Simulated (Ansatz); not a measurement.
**BaTiO3: Born charges and dielectric tensor with PBE**

Crystal: BaTiO3.

```
CELL_PARAMETERS angstrom
4.00600 0.00000 0.00000
0.00000 4.00600 0.00000
0.00000 0.00000 4.00600
ATOMIC_POSITIONS crystal
Ba 0.50000 0.50000 0.50000
Ti 0.00000 0.00000 0.00000
O 0.00000 0.00000 0.50000
O 0.00000 0.50000 0.00000
O 0.50000 0.00000 0.00000
```

* Program: Ansatz 0.2.0
* Task: Born charges and dielectric tensor
* Functional: PBE
* Potentials or basis: Ansatz PAW
* Cutoff: 420 eV (not typed: the program's choice for these potentials)
* k mesh: 6 × 6 × 6
* Occupations: fixed
* Spin: no spin polarisation

```json
{
  "Band gap on the k mesh": "1.80 eV, indirect (least direct gap 1.91 eV)",
  "Electronic dielectric tensor (diagonal)": "6.69",
  "Born charges (mean of the diagonal)": "Ba +2.76; Ti +7.38; O -3.38 e"
}
```

Levels at points of the mesh, in eV from the valence-band top:
```csv
k point,band 17,band 18,band 19,band 20,band 21,band 22,band 23,band 24
"(0.00, 0.00, 0.00)",-1.10,-0.11,-0.11,-0.11,1.80,1.80,1.80,3.95
"(0.00, 0.00, -0.50)",-1.80,-1.80,-0.67,-0.67,1.93,3.52,3.52,3.96
"(0.00, -0.50, -0.50)",-1.69,-0.83,-0.83,-0.05,3.54,3.54,3.96,4.80
"(-0.50, 0.00, 0.00)",-1.80,-1.80,-0.67,-0.67,1.93,3.52,3.52,3.96
"(-0.50, 0.00, -0.50)",-1.69,-0.83,-0.83,-0.05,3.54,3.54,3.96,4.80
"(-0.50, -0.50, -0.50)",-2.34,0.00,0.00,0.00,4.19,4.19,4.19,6.83
```

Electronic dielectric tensor:
```
6.69 0.00 0.00
0.00 6.69 0.00
0.00 0.00 6.69
```

Born effective charge tensors (e):
atom 1, Ba
```
2.76 0.00 0.00
0.00 2.76 0.00
0.00 0.00 2.76
```
atom 2, Ti
```
7.38 0.00 0.00
0.00 7.38 0.00
0.00 0.00 7.38
```
atom 3, O
```
-2.14  0.00  0.00
 0.00 -2.14  0.00
 0.00  0.00 -5.85
```
atom 4, O
```
-2.14  0.00  0.00
 0.00 -5.85  0.00
 0.00  0.00 -2.14
```
atom 5, O
```
-5.85  0.00  0.00
 0.00 -2.14  0.00
 0.00  0.00 -2.14
```

Run time: 25 s on 2 threads of Arm Neoverse V2, on a shared host, peak memory 0.56 GiB.

Caveat: spin-orbit coupling is left out, which moves the levels of the heavy elements. A k mesh can miss the band edges.
